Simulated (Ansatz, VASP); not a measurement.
## Two plane-wave programs on Rh

```
Rh
1.0
     0.00000    1.87704    1.87704
     1.87704    0.00000    1.87704
     1.87704    1.87704    0.00000
Rh
1
Direct
  0.00000 0.00000 0.00000
```

Alike in both runs: functional LDA; k mesh 20 × 20 × 20; occupations gaussian, width 0.1 eV; no spin polarisation.

Ansatz relaxed the structure, and its values are those at the end. VASP's run is a single point on that final structure, the one shown.

```csv
,VASP,Ansatz
version,VASP 6.6.1,Ansatz 0.2.0
potentials or method,"VASP PAW LDA potentials, release 64 (Rh_pv)","scalar-relativistic, plane waves, PAW"
plane-wave cutoff (eV),520,420
valence electrons in the cell,15,17
```

Ansatz gave:

| Quantity | Value |
| --- | --- |
| gap on the k mesh at the Fermi level (eV) | none |
| pressure (GPa) | 0.0 |

Q: What did VASP give for the same quantities?

A: gap on the k mesh at the Fermi level (eV): none; pressure (GPa): 0.8.

A gap of «none» marks a metal or a gap that the smearing closes. The two sets of potentials don't hold the same shells in valence. Ansatz warned: «pseudo_functional_mismatch».
